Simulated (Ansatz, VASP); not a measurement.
SnTe: VASP beside Ansatz

INCAR

```
ALGO = Normal
EDIFF = 1E-7
ENCUT = 520
GGA = PE
ISIF = 2
ISMEAR = -1
LASPH = T
LCHARG = T
LELF = T
LREAL = F
LVHAR = T
LWAVE = F
NBANDS = 17
NELM = 60
PREC = Accurate
SIGMA = 0.05
```

KPOINTS

```
k-points
0
Gamma
  7 7 7
```

The input POSCAR:

```
SnTe
1.0
    0.0000000000      3.6111460000      3.6111460000
    3.6111460000      0.0000000000      3.6111460000
    3.6111460000      3.6111460000      0.0000000000
Te Sn
1 1
Direct
    0.2510420000      0.2569570000      0.2411300000
    0.0078840000     -0.0047240000     -0.0072590000
```

Contents of input.yaml:

```yaml
crystal:
  lattice:
    - [0.0, 3.611146, 3.611146]
    - [3.611146, 0.0, 3.611146]
    - [3.611146, 3.611146, 0.0]
  atoms:
    - { symbol: Te, position: [0.251042, 0.256957, 0.24113] }
    - { symbol: Sn, position: [0.007884, -0.004724, -0.007259] }
hamiltonian:
  xc: pbe
  pseudopotentials: { kind: paw }
kpoints:
  mp_grid: { grid: [7, 7, 7] }
scf:
  occupations: { method: fermi_dirac, width: 0.05 }
output:
  forces: true
  stress: true
  eigenvalues: true
```

Change from the starting cell: atoms moved at random, drawn with an rms of 0.05 Å.

Alike in both runs: task single point; functional PBE; k mesh 7 × 7 × 7; occupations fermi-dirac, width 0.05 eV; no spin polarisation.

|  | VASP | Ansatz |
| --- | --- | --- |
| version | VASP 6.6.1 | Ansatz 0.2.0 |
| potentials or method | VASP PAW PBE potentials, release 64 (Te, Sn_d) | Ansatz PAW |
| plane-wave cutoff (eV) | 520 | 420 |
| valence electrons in the cell | 20 | 30 |

Ansatz gave:

```
gap on the k mesh at the Fermi level (eV)       : 0.31
least direct gap on the mesh (eV)               : 0.83
pressure (GPa)                                  : 0.0
largest component of the traceless stress (GPa) : 0.22
rms of the force components (eV/Å)              : 0.072
```

Question: Estimate VASP's values.

Answer: gap on the k mesh at the Fermi level (eV): 0.30; least direct gap on the mesh (eV): 0.83; pressure (GPa): -0.1; largest component of the traceless stress (GPa): 0.22; rms of the force components (eV/Å): 0.073.

Atom by atom the forces differ by 0.000 eV/Å (rms over components). The two sets of potentials don't hold the same shells in valence.

Caveats: spin-orbit coupling is left out, which moves the levels of the heavy elements; an odd mesh through Γ misses points on the zone boundary, where band edges often lie (VASP); odd divisions of the mesh miss points on the zone boundary, where band edges often lie, so the gap on the mesh can be too wide (Ansatz).
